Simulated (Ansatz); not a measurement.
Write the native input for Ansatz 0.2.0 that does the following.

```
Task                : single point
Functional          : PBE
Potentials or basis : Ansatz PAW
Cutoff              : 420 eV (not typed: the program's choice for these potentials)
k mesh              : 8 × 8 × 8
Occupations         : gaussian, width 0.022 eV
Spin                : no spin polarisation
```

Crystal: GaSb.

```
CELL_PARAMETERS angstrom
0.00000 3.05900 3.05900
3.05900 0.00000 3.05900
3.05900 3.05900 0.00000
ATOMIC_POSITIONS crystal
Sb 0.75000 0.75000 0.75000
Ga 0.00000 0.00000 0.00000
```

One way to write it, as run:

input.yaml

```yaml
crystal:
  lattice:
    - [0.0, 3.059, 3.059]
    - [3.059, 0.0, 3.059]
    - [3.059, 3.059, 0.0]
  atoms:
    - { symbol: Sb, position: [0.75, 0.75, 0.75] }
    - { symbol: Ga, position: [0.0, 0.0, 0.0] }
hamiltonian:
  xc: pbe
  pseudopotentials: { kind: paw }
kpoints:
  mp_grid: { grid: [8, 8, 8] }
scf:
  occupations: { method: gaussian, width: 0.022 }
output:
  forces: true
  stress: true
  eigenvalues: true
```

Potentials or basis: Ansatz PAW.

Command:

```bash
$ ansatz run input.yaml --threads 2 --pin off --max-ram 5632MiB --backend cpu --events-out ev --progress --plain --runs-dir out
```

Results of the run:

```
Pressure               : 2.3 GPa
Band gap on the k mesh : 0.03 eV, direct
```

Caveat: spin-orbit coupling is left out, which moves the levels of the heavy elements.

It took 1.4 s on 2 threads of Intel(R) Xeon(R) Processor @ 2.70GHz, on a shared host, peak memory 0.37 GiB.
